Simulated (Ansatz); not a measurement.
# Pd (P6_3/mmc) in Ansatz: settings compared

Aim: see how the results for Pd move with the level of theory and the settings. Levels: r2SCANh, r2SCAN50, HF. Tasks: single point.

Program: Ansatz 0.2.0. These are calculated values, not measurements. Logs are shortened: lines on timing, memory, paths and dates and some standing lists are left out, and cuts for length are marked.

## 1. Starting point

Symmetry: P6_3/mmc, No. 194, hexagonal system. Conventional cell: a = 2.784 Å, b = 2.784 Å, c = 4.629 Å, α = 90.00°, β = 90.00°, γ = 120.00°. Around Pd (site symmetry -6m2) lie 12 Pd at 2.78 to 2.82 Å.

This isn't the form of Pd at room conditions, which is fcc.

## 2. Single point, r2SCANh

File input:

```
crystal:
  lattice:
    - [2.7836650458, 0.0, 0.0]
    - [-1.3918325229, 2.4107246453, 0.0]
    - [0.0, 0.0, 4.628893]
  atoms:
    - { symbol: Pd, position: [0.3333333333, 0.6666666667, 0.25] }
    - { symbol: Pd, position: [0.6666666667, 0.3333333333, 0.75] }
hamiltonian:
  xc: r2scanh
  pseudopotentials: { kind: paw }
kpoints:
  mp_grid: { grid: [6, 6, 3] }
scf:
  occupations: { method: fermi_dirac, width: 0.05 }
output:
  forces: true
  stress: true
  eigenvalues: true
  write_density: true
  write_potential: true
  elf: true
  volumetric_format: npy
```

Potentials or basis: Ansatz PAW.

The log of the run:

```text
Warning: output.stress: scf.convergence.dr2_threshold = 1e-7 eV (the SCF's general default) is looser than the 2e-10 eV advised for a printed stress (1e-10 eV for each atom of the cell: 2). What an SCF threshold leaves in a stress goes as its square root, and in the free energy as the threshold itself, and one threshold admits the most on a small cell: of the crystals measured, under no hybrid functional and no lock of the moments, on runs that ended without the residual-converged pass, on stresses that held no estimate of that error, the worst erred by over 100 MPa in a component at 1e-7 eV an atom and by under 5 at 1e-10. Set scf.convergence.dr2_threshold to 2e-10 eV or tighter. The threshold is an SCF's pass mark: one that does not reach it within its budget of iterations ends unconverged, or closes short of it on a stop that the run arms, and scf.convergence.dr2_threshold's page says what that costs each kind of run
Warning: output.stress: scf.exx.energy_threshold = 1e-6 eV is looser than the 2e-8 eV advised for a stress under a hybrid functional (1e-8 eV for each atom of the cell: 2). Every SCF of the exchange loop can meet its threshold on dr2 while the loop round them stops early: no threshold on dr2 bounds what that leaves in the stress. Set scf.exx.energy_threshold to 2e-8 eV or tighter. The threshold is the loop's pass mark: a loop that does not reach it within its budget of cycles ends unconverged, and scf.exx.energy_threshold's page has the law
GPUs: using 1 of 1 available (devices: 1).
Engine: ansatz 0.2.0, x86_64-unknown-linux-gnu
Pseudopotentials: kind: paw
Pseudopotential: Pd, paw, valence charge 18, recommended cutoff 500 eV (meta_gga), Pd.paw.azcp
Functional definition: r2SCANh
  parameter a = 0.1
  parameter k0 = 0.174
  parameter k1 = 0.065
  parameter a1 = 4.9479
  exchange = (1 - a)*r2scan_x(k0 = k0, k1 = k1, a1 = a1) + a*exact_x
  correlation = r2scan_c
device memory: the entry about to start is reckoned to put 0.7 GiB on a device that reports 42.8 GiB free (of which the cap on the GPU budget leaves the run 18.0 GiB)
GPU FFT provider: cuFFT
GPU libraries: cuBLAS 13.8.2, cuFFT 12.4.0, cuSOLVER 12.3.4
Crystal: 2 atoms, lattice volume = 31.063 Å³
Basis set: ecut = 500 eV, 785 PW (Γ), exchange–correlation on 96×96×144 points (64 copies of the dense FFT grid, shifted against one another)
Bands: 22, of which v1, the nominal top of the filled ones, is band 18 counted from 1 (17 counted from 0)
Symmetry: 24 space group operations
Space group: P63/mmc (ITA 194), of the structure as read, at distance tolerance 3.1e-5 Å
k-points: 14 of 108
Non-local potential: Pd, projectors of the file, l = 0: 2, l = 1: 2, l = 2: 2, l = 3: 1
PAW form: soft (Blöchl's): semilocal exchange-correlation on the pseudo side does not see the compensation charge
PAW frozen core: Pd, regenerated for the run's functional, and the local potential with it (the file was generated under x = pbe(κ = 0.804, μ = 0.2195149727645171), c = pbe(β = 0.06672455060314922))
PAW one-centre angular grid: Pd, 590 points (default); XC on 160 Gauss nodes
Initial density: superposition of atomic densities (neutral atoms: chi_scale 0, normalization atom), corrected by the library's trained network
Initial wavefunctions: pseudopotential atomic-orbital guess
GPU buffer pool allocated for 20736 grid points (all kernels)
GPU transforms: local potential and band sums: pruned to the plane-wave sphere, on 24×24×36
Functional: x = r2scan, c = r2scan; τ floored in thin density (d = 2e-4 eV/Å³), warm-up for x = 0.9 r2scan + 0.1 exact, c = r2scan; τ floored in thin density (d = 2e-4 eV/Å³)
SCF iter   1: F=—  HF=-13971.395844 eV  |F-HF|=—  |Δ(HF+E_count)|=         —  Δρ=1.70e-2  dr2=4.66e-2  dr2_τ=1.61e-2  ethr=1.77e-3  ⟨swp⟩=9.1  Hψ=1347  notcnv=0
preconditioner: auto → Kerker (q_TF=auto, 2.796 Å⁻¹)  [metal: Δε(μ)=0.063 eV  Ē_g=9.548 eV  σ=0.050 eV  W_gap=0.30  n_scr=10 (ndim 8)  ℏωp=29.8 eV  f_vac=0.000  D(μ)=4.10/eV (n_scr^D=66)]
SCF iter   2: F=—  HF=-13971.428847 eV  |F-HF|=—  |Δ(HF+E_count)|=   3.30e-2  Δρ=8.23e-3  dr2=5.69e-3  dr2_τ=1.15e-3  ethr=1.30e-4  ⟨swp⟩=4.0  Hψ=739  notcnv=0  defer=5
SCF iter   3: F=—  HF=-13971.429982 eV  |F-HF|=—  |Δ(HF+E_count)|=   1.13e-3  Δρ=3.24e-3  dr2=2.23e-3  dr2_τ=1.65e-4  ethr=1.58e-5  ⟨swp⟩=3.1  Hψ=629  notcnv=0
SCF iter   4: F=—  HF=-13971.429872 eV  |F-HF|=—  |Δ(HF+E_count)|=   1.10e-4  Δρ=1.06e-3  dr2=3.70e-4  dr2_τ=8.54e-6  ethr=6.19e-6  ⟨swp⟩=2.7  Hψ=591  notcnv=0
iter 5 solved again at ethr=3.44e-8 eV; its pass at ethr=1.03e-6 eV (dr2=1.24e-5 eV) is discarded
SCF iter   5: F=—  HF=-13971.429888 eV  |F-HF|=—  |Δ(HF+E_count)|=   1.62e-5  Δρ=3.13e-4  dr2=1.26e-5  dr2_τ=4.28e-6  ethr=3.44e-8  ⟨swp⟩=2.2  Hψ=1304  notcnv=0
SCF iter   6: F=—  HF=-13971.429897 eV  |F-HF|=—  |Δ(HF+E_count)|=   8.14e-6  Δρ=1.07e-4  dr2=2.39e-6  dr2_τ=1.50e-7  ethr=3.44e-8  ⟨swp⟩=3.0  Hψ=616  notcnv=0
SCF iter   7: F=—  HF=-13971.429899 eV  |F-HF|=—  |Δ(HF+E_count)|=   2.62e-6  Δρ=4.68e-5  dr2=5.97e-7  dr2_τ=1.57e-8  ethr=6.63e-9  ⟨swp⟩=3.0  Hψ=650  notcnv=0
SCF iter   8: F=—  HF=-13971.429899 eV  |F-HF|=—  |Δ(HF+E_count)|=   2.60e-7  Δρ=1.09e-5  dr2=2.61e-8  dr2_τ=2.49e-9  ethr=1.66e-9  ⟨swp⟩=3.0  Hψ=711  notcnv=0
SCF iter   9: F=-13971.429899 eV  HF=-13971.429899 eV  |F-HF|=2.80e-10  |Δ(HF+E_count)|=   1.14e-8  Δρ=1.32e-6  dr2=3.04e-10  dr2_τ=2.62e-11  ethr=7.26e-11  ⟨swp⟩=3.1  Hψ=719  notcnv=0
SCF 1 converged in 9 iterations: F = -13971.429899 eV  dr2 = 3.04e-10
[... 88 lines left out ...]
eigensolver tolerance schedule: the retry pair's looser diagonalisation over-reported the residual by 0.15 of it (diagonalisation noise at 0.15 of the residual, at the tolerance the schedule requests for it); recorded, not acted on — ethr = c·dr2/N_el stays at c = 1.0e-1
SCF iter   3: F=—  HF=-13970.318188 eV  |F-HF|=—  |Δ(HF+E_count)|=   6.69e-5  Δρ=8.75e-5  dr2=4.68e-6  dr2_τ=4.42e-8  ethr=6.47e-10  ⟨swp⟩=3.8  Hψ=849  notcnv=0  defer=1
SCF iter   4: F=—  HF=-13970.318206 eV  |F-HF|=—  |Δ(HF+E_count)|=   1.84e-5  Δρ=1.26e-4  dr2=4.49e-6  dr2_τ=3.12e-7  ethr=6.47e-10  ⟨swp⟩=4.1  Hψ=1080  notcnv=0
SCF iter   5: F=-13970.318206 eV  HF=-13970.318206 eV  |F-HF|=2.14e-8  |Δ(HF+E_count)|=   5.32e-7  Δρ=1.79e-5  dr2=8.89e-8  dr2_τ=3.71e-9  ethr=6.47e-10  ⟨swp⟩=4.1  Hψ=929  notcnv=0
SCF 6 converged in 5 iterations: F = -13970.318206 eV  dr2 = 8.89e-8
hybrid outer 1: dexx = +7.213e-4 eV, tail = 6.70e-7 eV
GPU FFT provider: cuFFT
GPU libraries: cuBLAS 13.8.2, cuFFT 12.4.0, cuSOLVER 12.3.4
GPU buffer pool allocated for 20736 grid points (all kernels)
GPU transforms: local potential and band sums: pruned to the plane-wave sphere, on 24×24×36
Exchange kernel: α = 0.1000, full range, Wigner–Seitz truncation, v(0) = 7709.4648 eV·Å³, q-mesh 6×6×3, nearest image of the exchange supercell L = 13.89 Å, pair-density grid 15×15×24, without the augmentation charges, whose exchange is taken in its separable form by FFT convolution over the k-point mesh (sized by the pseudopotential files, 18×18×36 at the most), smooth part of the exact exchange by density-matrix convolution in up to 1.36 GiB of GPU memory as planned if the GPU has room (build and FFT work areas not counted)
Frozen-core exchange: fock
SCF iter   1: F=—  HF=-13970.318217 eV  |F-HF|=—  |Δ(HF+E_count)|=         —  Δρ=1.27e-5  dr2=2.37e-7  dr2_τ=1.45e-9  ethr=6.98e-9  ⟨swp⟩=3.4  Hψ=646  notcnv=0
preconditioner: auto → none  [insulator: Δε(μ)=0.212 eV  Ē_g=10.347 eV  σ=0.050 eV  W_gap=0.66  n_scr=10 (ndim 8)  ℏωp=29.8 eV  f_vac=0.000  D(μ)=1.01/eV (n_scr^D=2)]
SCF iter   2: F=—  HF=-13970.318218 eV  |F-HF|=—  |Δ(HF+E_count)|=   4.96e-7  Δρ=1.32e-5  dr2=1.70e-7  dr2_τ=1.38e-9  ethr=5.14e-11  ⟨swp⟩=3.1  Hψ=634  notcnv=0  defer=1
SCF iter   3: F=—  HF=-13970.318218 eV  |F-HF|=—  |Δ(HF+E_count)|=   5.38e-7  Δρ=9.18e-6  dr2=8.45e-8  dr2_τ=4.45e-10  ethr=3.99e-11  ⟨swp⟩=3.1  Hψ=815  notcnv=0  defer=1
SCF iter   4: F=—  HF=-13970.318219 eV  |F-HF|=—  |Δ(HF+E_count)|=   4.80e-7  Δρ=1.39e-5  dr2=4.78e-8  dr2_τ=3.99e-9  ethr=2.73e-11  ⟨swp⟩=4.1  Hψ=964  notcnv=0  defer=1
SCF iter   5: F=-13970.318219 eV  HF=-13970.318219 eV  |F-HF|=9.64e-11  |Δ(HF+E_count)|=   1.69e-8  Δρ=2.03e-6  dr2=5.90e-10  dr2_τ=4.35e-11  ethr=2.73e-11  ⟨swp⟩=3.4  Hψ=841  notcnv=0  defer=1
SCF 7 converged in 5 iterations: F = -13970.318219 eV  dr2 = 5.90e-10
  Residual-converged pass: ⟨swp⟩=2.0  Hψ=509  notcnv=0  max |occ|·‖R‖ = 2.4e-6 eV (tolerance 2.4e-6 eV)  dr2=5.85e-10  dr2_τ=4.30e-11  dr2_onsite=1.71e-10  max |Δocc| = 3.2e-13
hybrid outer 2: dexx = +7.978e-6 eV, tail = 2.30e-8 eV, Δε = 8.73e-3 eV (about 5.72e-4 eV left of the loop's levels)
exact exchange: an outer loop of this run ended on a state whose frontier levels can be filled otherwise, and a further loop was made from that state with electrons moved between them. It converged no lower than the two loops' stops tell apart, in 10 SCF iterations, so its state is not used
hybrid SCF converged: 2 outer / 14 inner (+9 warm-up), last move |dexx| = 1.16e-5 eV, tail = 3.95e-8 eV
Stability not checked: this state was not tested for a lower state beside it, because the functional holds exact exchange (a hybrid, or Hartree-Fock), whose exchange loop this test does not read (fock_operator; see scf.lower_state_search)
Free energy (F): -13970.318219 eV
Frozen-core exchange: fock
Harris-Foulkes:  -13970.318219 eV  (|F-HF|=5.79e-9)
Internal energy: -13970.308661 eV  (E = F + TS)
E sigma→0 (E₀):  -13970.313440 eV
Entropy (-TS):   -0.009558 eV (-4.779 meV/atom)
Fermi energy:    17.914331 eV
--- Per-component energies (eV) ---
  E_band       = -387.207470
  E_kinetic    = 1029.568752
  E_local      = -3651.552764  (includes V_loc(G=0)·N_el)
  E_nonlocal   = 435.093222
  E_hartree    = 1480.986302
  E_xc         = -291.176800
  E_vxc        = -419.879971  (∫ρ·V_xc dr)
  E_exx        = -62.437787  (= α·E_x^exact, valence–valence)
  E_paw        = -7509.093100  (= ΣΔE_a)
  E_vpaw       = -647.462045  (= ΣTr[D̂ρ^β])
  E_aug_tail   = 0.000212  (compensation charges beyond the density's cutoff)
  E_vtau       = 29.932470  (kinetic-family band-sum trace: ∫τ·v_τ [+ j·A + Jᵃ·Aᵃ] dr)
  E_ewald      = -5400.472451
  E_core_change = -1.224248  (= ΣΔE_core)
  E_smearing   = -0.009558  (= −TS)
  E_closure    = -0.000000  (closes the sum)
  Σ components = -13970.318219   (vs F -13970.318219, Δ=0.00e0)
--- Forces (eV/Å), atoms counted from 1 ---
  atom   1  Pd    -0.00000000     0.00000000     0.00000000
  atom   2  Pd    -0.00000000    -0.00000000     0.00000000
  max |Σ_I F_I| component: 9.25e-18 eV/Å
--- Stress (GPa, compression-positive) ---
       -9.723500      -0.000000       0.000000
       -0.000000      -9.723500       0.000000
        0.000000       0.000000      -5.426695
  P = ⅓ Tr σ = -8.2912 GPa (-82.912 kbar)
--- Band table (eV; the first three rows and the last of 14) ---
  k-point 0: bands = ["-69.9163", "-69.8719", "-34.4707", "-34.2347", "-34.2347", "-34.1826", "-34.1826", "-34.1045", "10.9836", "12.5794", "14.8332", "14.9899", "14.9899", "15.3328", "15.3328", "15.9609", "15.9609", "17.4336", "17.4336", "19.6644", "25.6734", "36.3578"]
  k-point 1: bands = ["-69.9053", "-69.8830", "-34.3793", "-34.2218", "-34.2218", "-34.1963", "-34.1955", "-34.1955", "11.9015", "12.7235", "14.7259", "14.8819", "14.8819", "15.0899", "15.0899", "16.5172", "16.5459", "16.5459", "17.2606", "17.2606", "29.9943", "35.1583"]
  k-point 2: bands = ["-69.9051", "-69.8659", "-34.4399", "-34.3120", "-34.2633", "-34.2584", "-34.1983", "-34.1175", "11.8659", "13.1030", "14.4495", "15.0572", "15.1585", "15.5352", "15.5842", "15.6489", "15.8863", "16.0972", "17.5384", "22.3522", "25.7430", "34.8375"]
  k-point 13: bands = ["-69.8544", "-69.8544", "-34.4633", "-34.4633", "-34.4537", "-34.4029", "-34.2128", "-34.2128", "13.7350", "13.7781", "13.7781", "14.4401", "14.9948", "14.9948", "15.8460", "16.3375", "17.5557", "17.5557", "25.5113", "25.5113", "26.2421", "28.9886"]
```

Run time: 49 s. Hardware: 1 × NVIDIA H100 80GB HBM3 with 2 threads of AMD EPYC 7R13 (Zen 3), shared host; peak memory 1.8 GiB.

What came out:

```yaml
Free_energy: -13970.3182 eV
Pressure: -8.3 GPa
Band_gap_on_the_k_mesh: none (metal or under the smearing width)
```

Caveat: the k mesh is coarse (spacing up to 0.45 Å⁻¹), so the values aren't converged, least of all with exact exchange; the pressure holds a Pulay correction of +0.4 GPa for the finite cutoff; the PAW data sets come from PBE, with cores solved anew for the run's functional, which leaves a small shift of forces and pressure; the thresholds are loose for stress.

## 3. Single point, r2SCAN50

input: that of step 2 with these lines changed.

```diff
@@ -9,3 +9,3 @@
 hamiltonian:
-  xc: r2scanh
+  xc: r2scan50
   pseudopotentials: { kind: paw }
@@ -19,5 +19 @@
   eigenvalues: true
-  write_density: true
-  write_potential: true
-  elf: true
-  volumetric_format: npy
```

Potentials or basis: Ansatz PAW.

Run time: 13 s. Hardware: 1 × NVIDIA H100 80GB HBM3 with 2 threads of AMD EPYC 7R13 (Zen 3), shared host; peak memory 1.8 GiB.

Results (log left out):

```yaml
Free_energy: -13966.1819 eV
Pressure: -10.9 GPa
Band_gap_on_the_k_mesh: none (metal or under the smearing width)
```

Stress tensor (GPa, compression positive):
```
-12.77   0.00   0.00
  0.00 -12.77   0.00
  0.00   0.00  -7.22
```

Levels at points of the mesh, in eV from the Fermi level:
```
            k point  band 15  band 16  band 17  band 18  band 19  band 20  band 21  band 22
 (0.00, 0.00, 0.00)    -4.02    -3.54    -3.54    -1.72    -1.72     3.27    10.48    20.83
(0.00, -0.50, 0.00)    -2.37    -1.56    -0.75     0.57     4.84     7.41    13.38    13.59
```

Caveat: the k mesh is coarse (spacing up to 0.45 Å⁻¹), so the values aren't converged, least of all with exact exchange; the pressure holds a Pulay correction of +0.8 GPa for the finite cutoff; the PAW data sets come from PBE, with cores solved anew for the run's functional, which leaves a small shift of forces and pressure; the thresholds are loose for stress.

## 4. Single point, HF

input: that of step 3 with these lines changed.

```diff
@@ -9,3 +9,3 @@
 hamiltonian:
-  xc: r2scan50
+  xc: hf
   pseudopotentials: { kind: paw }
```

Run time: 24 s. Hardware: 1 × NVIDIA H100 80GB HBM3 with 2 threads of AMD EPYC 7R13 (Zen 3), shared host; peak memory 1.7 GiB.

The run converged. Its results:

* Free energy: -13827.1889 eV
* Pressure: 10.8 GPa
* Band gap on the k mesh: none (metal or under the smearing width)

Stress tensor (GPa, compression positive):
```
 9.92  0.00  0.00
 0.00  9.92  0.00
 0.00  0.00 12.51
```

Levels at points of the mesh, in eV from the Fermi level:
```csv
k point,band 15,band 16,band 17,band 18,band 19,band 20,band 21,band 22
"(0.00, 0.00, 0.00)",-6.06,-5.63,-5.63,-3.48,-3.48,5.73,14.22,24.11
"(0.00, -0.50, 0.00)",-3.33,-3.21,-2.55,0.53,7.38,10.50,17.06,17.06
```

Caveat: the k mesh is coarse (spacing up to 0.45 Å⁻¹), so the values aren't converged, least of all with exact exchange; the pressure holds a Pulay correction of +2.2 GPa for the finite cutoff; the PAW data sets come from PBE, with cores solved anew for the run's functional, which leaves a small shift of forces and pressure; the thresholds are loose for stress.

## 5. The runs side by side

```csv
level,cutoff (eV),gap on the mesh (eV),pressure (GPa)
r2SCANh,500,none,-8.3
r2SCAN50,500,none,-10.9
HF,420,none,10.8
```

Alike in all rows: task single point; potentials or basis Ansatz PAW; no spin polarisation; cell as given; k mesh 6 × 6 × 3; smearing fermi-dirac 0.05 eV; the mesh is coarse, so values aren't converged.

Caveats: all runs use coarse meshes; the PAW data sets come from PBE, with cores solved anew for the run's functional, which leaves a small shift of forces and pressure; the thresholds are loose for stress.

Total energies depend on the potentials used, so only differences within one code and one set of settings carry meaning.
